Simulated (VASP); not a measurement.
# TiCo (Pm-3m) in VASP: settings compared, part 2 of 2

VASP 6.6.1.

## (3) Single point, r2SCAN+U, collinear spin, random start (volume scaled by 1.04)

Contents of run.py:

```python
from ase.calculators.vasp import Vasp
from ase.dft.bandgap import bandgap
from ase.io import read

atoms = read('TiCo.xyz')
atoms.set_initial_magnetic_moments([-0.06, 0.7])
calc = Vasp(
    directory='calc',
    xc='r2scan',
    pp='PBE',
    setups='gw',
    prec='Accurate',
    encut=600,
    ediff=1e-07,
    ismear=1,
    sigma=0.1,
    lreal=False,
    lasph=True,
    nelm=100,
    algo='Normal',
    isif=2,
    lwave=False,
    lcharg=False,
    ispin=2,
    lorbit=11,
    lmaxmix=4,
    ldautype=2,
    ldauprint=1,
    lmixtau=True,
    ldau_luj={'Co': {'L': 2, 'U': 5.3, 'J': 0}, 'Ti': {'L': 2, 'U': 6.2, 'J': 0}},
    kpts=[9, 9, 9],
    gamma=True,
    nbands=26,
)
atoms.calc = calc

print('energy (eV):', atoms.get_potential_energy())
print('free energy (eV):', atoms.get_potential_energy(force_consistent=True))
print('forces (eV/A):')
print(atoms.get_forces())
print('stress (eV/A^3, Voigt):', atoms.get_stress())
print('Fermi level (eV):', calc.get_fermi_level())
print('moment (muB):', atoms.get_magnetic_moment())
print('site moments (muB):', atoms.get_magnetic_moments())
gap, top, bottom = bandgap(calc)
print('band gap (eV):', gap, 'from (spin, k, band)', top, 'to', bottom)
```

Contents of TiCo.xyz:

```xyz
2
Lattice="3.0254064304 0.0000000000 0.0000000000 0.0000000000 3.0254064304 0.0000000000 0.0000000000 0.0000000000 3.0254064304" Properties=species:S:1:pos:R:3 pbc="T T T"
Co     1.5127032152      1.5127032152      1.5127032152
Ti     0.0000000000      0.0000000000      0.0000000000
```

Potentials or basis: VASP PAW PBE potentials, release 64 (Co_sv_GW, Ti_sv_GW).

On the command line:

```sh
python run.py
```

Wall time 2.4 min (1 thread of Intel Xeon 6975P-C (Granite Rapids), shared host); peak memory 0.22 GiB.

It converged, with:

```yaml
Free_energy: -22.7701 eV
Pressure: 9.7 GPa
Band_gap_on_the_k_mesh: none (metal or under the smearing width)
Net_moment: -1.00 μB per cell
Site_moments: Co -1.94; Ti +0.56 μB
Valence_electrons_inside_the_program's_atomic_spheres: Co 15.29; Ti 9.65
```

Levels at points of the mesh, in eV from the Fermi level:
Spin up:
| k point | band 10 | band 11 | band 12 | band 13 | band 14 | band 15 | band 16 | band 17 | band 18 | band 19 |
| --- | --- | --- | --- | --- | --- | --- | --- | --- | --- | --- |
| (0.00, 0.00, 0.00) | -2.60 | -2.60 | -2.07 | -2.07 | -2.07 | 2.89 | 2.89 | 2.89 | 3.78 | 3.79 |
Spin down:
```tsv
k point	band 13	band 14	band 15	band 16	band 17	band 18
(0.00, 0.00, 0.00)	-3.74	-3.74	1.14	1.14	3.63	3.63
```

Eigenvalues of the final occupation matrices:
```tsv
site	spin	trace	eigenvalues
site 1 d	1	2.42	0.07 0.07 0.76 0.76 0.76
site 1 d	2	4.35	0.85 0.85 0.85 0.89 0.89
site 2 d	1	0.95	0.18 0.18 0.18 0.20 0.20
site 2 d	2	0.43	0.04 0.04 0.12 0.12 0.12
```

Caveat: the PAW data sets were made with another functional, which shifts forces and pressure a little; the U is typed as a test and isn't derived for this compound.

## (4) Relaxation of the atoms, PBE+U, collinear spin, ferromagnetic start (atoms moved at random, drawn with an rms of 0.05 Å)

Contents of run.py:

```python
from ase.calculators.vasp import Vasp
from ase.io import read

atoms = read('TiCo.xyz')
atoms.set_initial_magnetic_moments([2.0, 1.0])
calc = Vasp(
    directory='calc',
    xc='pbe',
    pp='PBE',
    setups='recommended',
    prec='Accurate',
    encut=520,
    ediff=1e-06,
    ismear=-5,
    sigma=0.1,
    lreal=False,
    lasph=True,
    nelm=100,
    algo='Normal',
    isif=2,
    lwave=False,
    lcharg=False,
    ispin=2,
    lorbit=11,
    nupdown=3,
    lmaxmix=4,
    ldautype=2,
    ldauprint=1,
    ibrion=2,
    nsw=60,
    ediffg=-0.005,
    kspacing=0.3,
    ldau_luj={'Co': {'L': 2, 'U': 6, 'J': 0}, 'Ti': {'L': 2, 'U': 3.5, 'J': 0}},
)
atoms.calc = calc

print('energy (eV):', atoms.get_potential_energy())
print('free energy (eV):', atoms.get_potential_energy(force_consistent=True))
print('forces (eV/A):')
print(atoms.get_forces())
print('stress (eV/A^3, Voigt):', atoms.get_stress())
print('Fermi level (eV):', calc.get_fermi_level())
print('moment (muB):', atoms.get_magnetic_moment())
print('site moments (muB):', atoms.get_magnetic_moments())
print('cell (A, degrees):', atoms.cell.cellpar())
print('volume (A^3):', atoms.get_volume())
print('scaled positions:')
print(atoms.get_scaled_positions())
```

Contents of TiCo.xyz:

```xyz
2
Lattice="2.9861109900 0.0000000000 0.0000000000 0.0000000000 2.9861109900 0.0000000000 0.0000000000 0.0000000000 2.9861109900" Properties=species:S:1:pos:R:3 pbc="T T T"
Co     1.5095418138      1.4998369531      1.4829057037
Ti     0.0143124300     -0.0255252767     -0.0107619440
```

Potentials or basis: VASP PAW PBE potentials, release 64 (Co, Ti_sv).

On the command line:

```sh
python run.py
```

Wall time 2.1 min (1 thread of Intel Xeon 6975P-C (Granite Rapids), shared host); peak memory 0.3 GiB.

Results (log left out):

```yaml
Free_energy: -8.4857 eV
Energy_gained_by_relaxing: 2.3 meV/atom
Ionic_steps: 3
Pressure_after_relaxing: 26.8 GPa
Largest_force_after_relaxing: 0.005 eV/Å
Net_moment: 3.00 μB per cell
Site_moments: Co +2.01; Ti +0.71 μB
Valence_electrons_inside_the_program's_atomic_spheres: Co 8.45; Ti 10.27
```

Forces on the atoms (eV/Å):
```
Co  -0.001 -0.005  0.000
Ti   0.001  0.005  0.000
```

Stress tensor (GPa, compression positive):
```
26.74 -0.15  0.15
-0.15 26.76  0.17
 0.15  0.17 26.76
```

The path:
```csv
step,energy change (eV),largest force (eV/Å),pressure (GPa)
1,0.0000,0.2839,26.83
2,-0.0046,0.0427,26.82
3,-0.0047,0.0048,26.75
```

Final structure:
```cif
data_structure
_symmetry_space_group_name_H-M 'P 1'
_symmetry_Int_Tables_number 1
_cell_length_a 2.9861
_cell_length_b 2.9861
_cell_length_c 2.9861
_cell_angle_alpha 90.000
_cell_angle_beta 90.000
_cell_angle_gamma 90.000
_cell_volume 26.63
loop_
_atom_site_label
_atom_site_type_symbol
_atom_site_fract_x
_atom_site_fract_y
_atom_site_fract_z
_atom_site_occupancy
Co1 Co 0.50517 0.49695 0.49649 1
Ti1 Ti 0.00514 0.99677 0.99650 1
```

Eigenvalues of the final occupation matrices:
| site | spin | trace | eigenvalues |
| --- | --- | --- | --- |
| site 1 d | 1 | 4.67 | 0.91 0.91 0.91 0.98 0.98 |
| site 1 d | 2 | 2.77 | 0.07 0.07 0.88 0.88 0.88 |
| site 2 d | 1 | 1.26 | 0.17 0.17 0.17 0.38 0.38 |
| site 2 d | 2 | 0.59 | 0.10 0.10 0.13 0.13 0.13 |

Caveat: the total moment is fixed, so each spin has its own Fermi level; the U is typed as a test and isn't derived for this compound. The state reached can hang on the start; a lower one may exist.

## (5) Optical spectrum, revPBE+U, collinear spin, ferrimagnetic start (cell strained at random at fixed volume)

Contents of INCAR:

```
PREC = Accurate
ENCUT = 520
EDIFF = 1E-6
ISMEAR = 1
SIGMA = 0.2
LREAL = F
LASPH = T
NELM = 150
ALGO = Fast
ISIF = 2
LWAVE = F
LCHARG = F
ISPIN = 2
MAGMOM = 2 -0.5
LORBIT = 11
NUPDOWN = 2
LMAXMIX = 4
LDAU = T
LDAUTYPE = 2
LDAUL = 2 2
LDAUU = 7 3.5
LDAUJ = 1 1
LDAUPRINT = 1
GGA = RE
LOPTICS = T
NBANDS = 42
NEDOS = 1000
CSHIFT = 0.05
```

Contents of KPOINTS:

```
Automatic mesh
0
Gamma
  9 9 9
```

Contents of POSCAR:

```
TiCo
1.0
    3.0755280000      0.0222030000      0.0236490000
    0.0222030000      2.9272130000     -0.0475880000
    0.0236490000     -0.0475880000      2.9587530000
Co Ti
1 1
Direct
    0.5000000000      0.5000000000      0.5000000000
    0.0000000000      0.0000000000      0.0000000000
```

Potentials or basis: VASP PAW PBE potentials, release 64 (Co, Ti_sv).

On the command line:

```sh
cat potpaw_PBE.64/Co/POTCAR potpaw_PBE.64/Ti_sv/POTCAR > POTCAR
mpirun -np 1 vasp_std > vasp.out
```

OUTCAR:

```text
PREC = Accurate
   ENCUT = 520
   EDIFF = 1E-6
   ISMEAR = 1
   LREAL = F
   LASPH = T
   NELM = 150
   ISIF = 2
   ISPIN = 2
   LORBIT = 11
   NUPDOWN = 2
   GGA = RE

 ion  position               nearest neighbor table
   1  0.500  0.500  0.500-   2 2.53   2 2.53   2 2.59   2 2.59   2 2.61   2 2.61   2 2.62   2 2.62

   2  0.000  0.000  0.000-   1 2.53   1 2.53   1 2.59   1 2.59   1 2.61   1 2.61   1 2.62   1 2.62

  LATTYP: Found a triclinic cell.
 ALAT       =     2.9592301715
 B/A-ratio  =     1.4292112716
 C/A-ratio  =     1.0393578346
 COS(alpha) =     0.0007298954
 COS(beta)  =     0.0155628171
 COS(gamma) =     0.7220247251

[... 1627 lines left out ...]
  --------------------------------------------------------------------------------------------------------------
     0.00000    67.87223   118.30670   106.71979    10.67674   -33.20064    10.50934
     1.34878     9.85260     5.84773     7.29257    -0.19460    -1.09624    -0.27648
     2.69756     8.20354     6.28430     6.34490     0.22165    -0.08461     0.25481
     4.04635     1.51030    -1.12158    -0.44514     0.00976    -0.29267    -0.03744
     5.39513     0.77327     1.47664     1.37618     0.18063    -0.31981     0.18616
     6.74391    -1.61983    -2.02450    -1.74895     0.10527    -0.12116     0.11865
[... 92 lines left out ...]
   132.18063     0.95917     0.95882     0.95890     0.00003    -0.00004     0.00002
   133.52941     0.96005     0.95971     0.95978     0.00003    -0.00004     0.00002

  frequency dependent IMAGINARY DIELECTRIC FUNCTION (independent particle, no local field effects) current-current
     E(ev)      X         Y         Z        XY        YZ        ZX
  --------------------------------------------------------------------------------------------------------------
     0.00000    58.47986   107.66011   111.15581    40.66801   -72.77586    48.67341
     1.34878    16.43888    13.20535    12.94150     0.07073     0.47243     0.05745
     2.69756    16.34052    16.92812    15.29381    -0.51806     0.57709    -0.62207
     4.04635    11.48097    10.41062    10.53966    -0.26712     0.25876    -0.30274
     5.39513    11.95995     9.25477     9.64562    -0.17689     0.46884    -0.16298
     6.74391     8.16265     5.11980     5.17506    -0.01461     0.09223    -0.01806
[... 92 lines left out ...]
   132.18063     0.00000     0.00000     0.00000    -0.00000     0.00000     0.00000
   133.52941     0.00000     0.00000     0.00000    -0.00000     0.00000     0.00000

  frequency dependent      REAL DIELECTRIC FUNCTION (independent particle, no local field effects) current-current
     E(ev)        X           Y           Z          XY          YZ          ZX
  --------------------------------------------------------------------------------------------------------------
     0.00000    36.95571    39.93116    31.42912   -12.00420    28.10374   -16.39889
     1.34878     7.93195     4.52109     5.92823    -0.32311    -1.19188    -0.43112
     2.69756     7.41415     5.51237     5.66620     0.22750    -0.12358     0.25953
     4.04635     1.13625    -1.43342    -0.77513     0.01021    -0.31156    -0.03903
     5.39513     0.47640     1.27482     1.15965     0.17821    -0.33890     0.18059
     6.74391    -1.78809    -2.11516    -1.84112     0.10188    -0.12727     0.11382
[... 92 lines left out ...]
   132.18063     0.95915     0.95882     0.95889     0.00002    -0.00004     0.00001
   133.52941     0.96003     0.95971     0.95977     0.00002    -0.00004     0.00001

 total charge

# of ion       s       p       d       tot
------------------------------------------
    1        0.553   0.487   7.390   8.430
    2        2.252   6.179   1.823  10.254
--------------------------------------------------
tot          2.805   6.667   9.212  18.684

 magnetization (x)

# of ion       s       p       d       tot
------------------------------------------
    1        0.027   0.023   1.852   1.902
    2       -0.004   0.001   0.084   0.080
--------------------------------------------------
tot          0.023   0.024   1.936   1.983
```

stdout:

```text
POSCAR found type information on POSCAR CoTi
 POSCAR found :  2 types and       2 ions
 scaLAPACK will be used
 -----------------------------------------------------------------------------
[... 68 lines left out ...]
|     You are using a small complex shift. This can yield unreliable          |
|     results when the Kramers-Kronig relation is used for systems with       |
|     spin-orbit interactions.                                                |
|     Please increase CSHIFT in the INCAR file.                               |
|                                                                             |
 -----------------------------------------------------------------------------
```

Wall time 22 min (1 thread of AMD EPYC 7R43 (Zen 3), shared host); peak memory 1 GiB.

Results:

* Free energy: -8.8217 eV
* Pressure: 22.1 GPa
* Net moment: 2.00 μB per cell
* Site moments: Co +1.90; Ti +0.08 μB
* Valence electrons inside the program's atomic spheres: Co 8.43; Ti 10.25

Stress tensor (GPa, compression positive):
```
19.94 -1.45 -1.56
-1.45 23.69  2.59
-1.56  2.59 22.55
```

Dielectric function (mean over the directions given):
| energy (eV) | real part | imaginary part |
| --- | --- | --- |
| 0.27 | 63.44 | 69.02 |
| 0.94 | 1.20 | 11.50 |
| 1.62 | 9.21 | 9.43 |
| 2.29 | 11.45 | 16.26 |
| 2.97 | 4.88 | 15.38 |
| 3.64 | 1.36 | 14.23 |
| 4.32 | 0.30 | 9.05 |
| 4.99 | 1.48 | 9.20 |
| 5.66 | -0.27 | 11.00 |
| 6.34 | -3.02 | 6.02 |
| 7.01 | -2.43 | 5.99 |
| 7.69 | -2.32 | 2.85 |
| 8.36 | -1.54 | 3.22 |
| 9.04 | -0.83 | 3.34 |
| 9.71 | -1.01 | 3.31 |
| 10.39 | -2.17 | 2.30 |
| 11.06 | -1.09 | 1.62 |
| 11.73 | -1.06 | 1.51 |
| 12.41 | -0.68 | 1.21 |
| 13.08 | -0.48 | 1.05 |
| 13.76 | -0.23 | 0.83 |
| 14.43 | -0.13 | 0.73 |
| 15.11 | 0.11 | 0.69 |
| 15.78 | 0.16 | 0.59 |
| 16.46 | 0.31 | 0.64 |
| 17.13 | 0.39 | 0.72 |
| 17.80 | 0.49 | 0.60 |
| 18.48 | 0.64 | 0.69 |
| 19.15 | 0.60 | 0.75 |
| 19.96 | 0.54 | 0.63 |

Eigenvalues of the final occupation matrices:
| site | spin | trace | eigenvalues |
| --- | --- | --- | --- |
| site 1 d | 1 | 4.64 | 0.90 0.90 0.91 0.95 0.97 |
| site 1 d | 2 | 2.78 | 0.09 0.09 0.86 0.87 0.87 |
| site 2 d | 1 | 0.96 | 0.15 0.17 0.17 0.18 0.29 |
| site 2 d | 2 | 0.88 | 0.15 0.17 0.18 0.18 0.19 |

Caveat: spectra need much finer meshes, so this one isn't converged; independent-particle spectra lack excitons; the PAW data sets were made with another functional, which shifts forces and pressure a little; the total moment is fixed, so each spin has its own Fermi level; the U is typed as a test and isn't derived for this compound. The state reached can hang on the start; a lower one may exist.

## (6) The runs side by side

| task | level | potentials or basis | spin | U | fixed moment (μB) | cell | k mesh | cutoff (eV) | smearing | k-point spacing | optimiser | LDAUTYPE | hund's J | other keys | pressure (GPa) | moment (μB) |
| --- | --- | --- | --- | --- | --- | --- | --- | --- | --- | --- | --- | --- | --- | --- | --- | --- |
| band structure | PW91 | VASP PAW PBE potentials, release 64 (Co_GW, Ti_sv_GW) | collinear, ferromagnetic start | - | - | as given | 9 × 9 × 9 | 550 | fermi-dirac 0.02 eV | - | - | - | - | - | - | 0.66 |
| single point | r2SCAN+U | VASP PAW PBE potentials, release 64 (Co_sv_GW, Ti_sv_GW) | collinear, random start | Co d U = 5.3 eV, Ti d U = 6.2 eV | - | volume scaled by 1.04 | 9 × 9 × 9 | 600 | methfessel-paxton 0.1 eV | - | - | - | - | - | 9.7 | 1.00 |
| relaxation of the atoms | PBE+U | VASP PAW PBE potentials, release 64 (Co, Ti_sv) | collinear, ferromagnetic start | Co d U = 6 eV, Ti d U = 3.5 eV | 3 | atoms relaxed from: atoms moved at random, drawn with an rms of 0.05 Å | - | 520 | tetrahedron | 0.3 | vasp | - | - | KSPACING = 0.3; ISMEAR = -5; SIGMA = 0.1 | 26.8 | 3.00 |
| optical spectrum | revPBE+U | VASP PAW PBE potentials, release 64 (Co, Ti_sv) | collinear, ferrimagnetic start | Co d U = 7 eV, J = 1.0 eV, Ti d U = 3.5 eV, J = 1.0 eV | 2 | cell strained at random at fixed volume | 9 × 9 × 9 | 520 | methfessel-paxton 0.2 eV | - | - | 2 | 1 | - | 22.1 | 2.00 |

Caveats: the PAW data sets were made with another functional, which shifts forces and pressure a little (some runs); the U is typed as a test and isn't derived for this compound (some runs); the total moment is fixed, so each spin has its own Fermi level (some runs); spectra need much finer meshes, so this one isn't converged (some runs); independent-particle spectra lack excitons (some runs).

Total energies depend on the potentials used, so only differences within one code and one set of settings carry meaning.
